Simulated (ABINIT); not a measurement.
Crystal: InP.

```
In P
1.0
     0.00000    2.93050    2.93050
     2.93050    0.00000    2.93050
     2.93050    2.93050    0.00000
In P
1 1
Cartesian
  0.0000 0.0000 0.0000
  4.3957 4.3957 4.3957
```

```yaml
Program: ABINIT 10.8.3 (patched build)
Task: relaxation of cell and atoms
Functional: PBE
Potentials_or_basis: JTH PAW PBE v2.0
Cutoff: 599 eV
k_mesh: 8 × 8 × 8
Occupations: fermi-dirac, width 0.05 eV
Spin: no spin polarisation
```

At the start: pressure 3.4 GPa; volume 25.17 Å³/atom.

**Question.** Where does the relaxation end?

**Answer.** Over 4 steps the energy falls by 13.1 meV/atom and the volume is 26.47 Å³/atom (+5.2 %); space group F-43m (No. 216, to 0.05 Å).

The path:
```csv
step,energy change (eV),largest force (eV/Å),pressure (GPa),volume (Å³)
1,0.0000,0.0000,3.36,50.33
2,-0.0097,0.0000,2.62,50.85
3,-0.0261,0.0000,0.15,52.81
4,-0.0262,0.0000,0.01,52.93
```

Final structure:
```cif
data_structure
_symmetry_space_group_name_H-M 'P 1'
_symmetry_Int_Tables_number 1
_cell_length_a 4.2144
_cell_length_b 4.2144
_cell_length_c 4.2144
_cell_angle_alpha 60.000
_cell_angle_beta 60.000
_cell_angle_gamma 60.000
_cell_volume 52.93
loop_
_atom_site_label
_atom_site_type_symbol
_atom_site_fract_x
_atom_site_fract_y
_atom_site_fract_z
_atom_site_occupancy
In1 In 0.00000 0.00000 0.00000 1
P1 P 0.75000 0.75000 0.75000 1
```
